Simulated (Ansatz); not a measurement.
## C (Fd-3m), stationary points along a deformation path

Theory: Ansatz 0.2.0, DFT PBE, scalar-relativistic, plane waves, PAW. Cutoff 420 eV, Γ-centred 12×12×12 k-points, Gaussian smearing of 0.05 eV. No spin polarisation. Energies are free energies at this smearing, counted from the undisturbed cell; pressure is positive in compression.

The starting cell (as given, not relaxed at this level; it stands at 1.8 GPa):

```
C
1.0
     0.00000    1.78340    1.78340
     1.78340    0.00000    1.78340
     1.78340    1.78340    0.00000
C
2
Direct
  0.50000 0.50000 0.50000
  0.75000 0.75000 0.75000
```

At fixed volume and fractional coordinates, lengths along (0.577, 0.577, 0.577) are scaled against those across it; ρ is that ratio over its starting value. V = 5.672 Å³/atom. Δσ is the stress along the axis less the mean stress across it (compression positive).

| ρ | ΔE (meV/atom) | Δσ (GPa) | space group |
| --- | --- | --- | --- |
| 0.500 | 7223.2 | 877.15 | R-3m |
| 0.600 | 4046.6 | 641.75 | R-3m |
| 0.710 | 1800.1 | 465.70 | R-3m |
| 0.850 | 379.2 | 204.72 | R-3m |
| 0.930 | 72.7 | 86.18 | R-3m |
| 1.000 | 0.0 | 0.00 | Fd-3m |
| 1.080 | 76.7 | -83.24 | R-3m |
| 1.200 | 415.1 | -187.22 | R-3m |
| 1.410 | 1363.9 | -290.72 | R-3m |
| 1.700 | 2732.2 | -318.31 | R-3m |
| 2.000 | 3979.9 | -298.62 | R-3m |

Question: How does the stress give the slope of the energy, and where is the energy stationary?

Answer: Along the path d ln(length) is 2/3 d ln ρ on the axis and −1/3 d ln ρ across it, so dE/d ln ρ = −(2/3) V Δσ: the energy falls with ρ where Δσ is positive. Δσ vanishes or changes sign at ρ = 1.000 (Fd-3m), a minimum at 0.0 meV/atom. Pairs of stationary points between two samples would go unseen, and could change a minimum read from distant neighbours into a maximum. At ρ = 1.000 the cell is cubic, where symmetry alone makes the stress isotropic and the slope zero.

Question: Which shear constant sets the curvature at ρ = 1?

Answer: For a cubic crystal E/V = (2/3) C (ln ρ)² with C = C44, so Δσ = −2C ln ρ. The parabola of Δσ against ln ρ through ρ = 0.930, 1 and 1.080 gives C ≈ 568 GPa with the ions clamped, rough because the steps are large. It is the stress–strain coefficient at this cell's pressure of 1.8 GPa, not the zero-pressure constant.

Forces appear on the atoms along this scan, and letting them relax would lower the energy and soften the response. The gap closes along the scan, which can put kinks into the curve.